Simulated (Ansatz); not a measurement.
**MgB2: stiffness from a series of strains**

```
CELL_PARAMETERS angstrom
3.08500 0.00000 0.00000
-1.54250 2.67169 0.00000
0.00000 0.00000 3.52300
ATOMIC_POSITIONS crystal
Mg 0.00000 0.00000 0.00000
B 0.33333 0.66667 0.50000
B 0.66667 0.33333 0.50000
```

Atoms are numbered in the order listed.

The cell is COD entry 1000026, as deposited and not checked against the literature; nothing was relaxed.

All numbers below come from DFT, PBE, all-electron LAPW, scalar-relativistic in Ansatz 0.2.0.

The runs use a Γ-centred 12×12×9 k mesh, Fermi–Dirac smearing of 0.05 eV, basis error target 0.5 meV/atom, no spin polarisation.

The strain is applied along the Cartesian axes of the cell as listed (γ is the engineering shear, twice εxy = εyz = εzx). Fractional coordinates are held (clamped ions).

σ is the change of stress from the unstrained cell, which is at -1.08 GPa; tension is positive, so slopes are stress–strain coefficients at that pressure. In a metal the k mesh adds noise.

Only quantities that a quadratic follows smoothly over the whole series are listed; rougher ones are left out.

```
      γ  σxy (GPa)  σyz (GPa)
-0.0300      -5.96      -2.38
-0.0200      -3.99      -1.59
-0.0100      -2.00      -0.79
 0.0000       0.00       0.00
 0.0100       1.97       0.77
 0.0300       5.76       2.21
```

**Question.** Fit the series and read off the stiffness at zero strain.

**Answer.** Least-squares fits y = p0 + p1 x + p2 x² to the rows give σxy (GPa): p1 = 196, p2 = -110; σyz (GPa): p1 = 76.8, p2 = -94.

**Question.** One run, at γ = 0.0200, is withheld. Predict its row.

**Answer.** The fits give 3.87, 1.50; the run gave 3.90, 1.52.
